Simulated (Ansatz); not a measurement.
Crystal: Bi.

```
Bi
1.0
     3.48860   -3.13258    0.00000
     3.48860    3.13258    0.00000
    -1.26023    0.00000    3.11355
Bi
2
Cartesian
  4.1738 0.0000 2.6695
  1.5432 0.0000 0.4440
```

This isn't the form of Bi at room conditions, which is rhombohedral.

* Program: Ansatz 0.2.0
* Task: relaxation of cell and atoms
* Functional: r2SCAN
* Potentials or basis: Ansatz PAW
* Cutoff: 500 eV (not typed: the program's choice for these potentials)
* k mesh: 6 × 6 × 9
* Occupations: fermi-dirac, width 0.05 eV
* Spin: no spin polarisation

At the start: volume 34.03 Å³/atom.

Question: Where does the relaxation end?

Answer: It ends after 13 steps and the volume is 35.39 Å³/atom (+4.0 %); space group C2/m (No. 12, to 0.05 Å).

Step by step:
| step | energy change (eV) | largest force (eV/Å) | volume (Å³) |
| --- | --- | --- | --- |
| 1 | 0.0000 | 0.1469 | 68.05 |
| 2 | -0.0075 | 0.0112 | 66.46 |
| 3 | -0.0096 | 0.0334 | 67.14 |
| 4 | -0.0109 | 0.0211 | 67.52 |
| 5 | -0.0113 | 0.0101 | 67.71 |
| 6 | -0.0199 | 0.1531 | 69.12 |
| 7 | -0.0311 | 0.0413 | 69.84 |
| 8 | -0.0359 | 0.0354 | 69.79 |
| 9 | -0.0365 | 0.0243 | 69.57 |
| 10 | -0.0382 | 0.0025 | 70.29 |
| 11 | -0.0385 | 0.0098 | 70.70 |
| 12 | -0.0385 | 0.0009 | 70.78 |
| 13 | -0.0401 | 0.0011 | 70.78 |

Final structure:
```yaml
crystal:
  lattice:
    - [3.35177, -3.16643, 0.35496]
    - [3.35177, 3.16643, 0.35496]
    - [-0.89400, 0.00000, 3.23995]
  atoms:
    - { symbol: Bi, position: [0.77346, 0.77346, 0.92751] }
    - { symbol: Bi, position: [0.22654, 0.22654, 0.07249] }
```

Caveat: the plane-wave basis is chosen anew once the cell has moved, so the energies of steps on either side of that aren't comparable; the PAW data sets come from PBE, with cores solved anew for the run's functional, which leaves a small shift of forces and pressure.
